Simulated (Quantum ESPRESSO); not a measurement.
Crystal: TiC.

```xyz
2
Lattice="0.0000 2.1657 2.1657 2.1657 0.0000 2.1657 2.1657 2.1657 0.0000" Properties=species:S:1:pos:R:3 pbc="T T T"
Ti    0.0000    0.0000    0.0000
C     2.1657    2.1657    2.1657
```

The cell is a database's computed one.

Base run:

```yaml
Program: Quantum ESPRESSO 7.5
Functional: PBEsol
Potentials_or_basis: SSSP 1.3 efficiency PBE
Cutoff: 748 eV
Density_cutoff: 5987 eV
k_mesh: 11 × 11 × 11
Occupations: fermi-dirac, width 0.05 eV
Spin: no spin polarisation
Hubbard_terms: Ti d U = 6 eV
```

Its results: band gap on the k mesh none (metal or under the smearing width); pressure 5.5 GPa.

Problem. After a change of settings the same cell gave: band gap on the k mesh none (metal or under the smearing width); pressure -3.1 GPa. Which change was it?
A. hubbard terms from Ti d U = 6 eV to none
B. hubbard terms from Ti d U = 6 eV to Ti d U = 2 eV
C. hubbard terms from Ti d U = 6 eV to Ti d U = 5 eV

Solution. B.

Caveats: the potentials were made for another functional, which shifts forces and pressure; U without spin polarisation on a metal has little footing; the U is typed as a test and isn't derived for this compound.
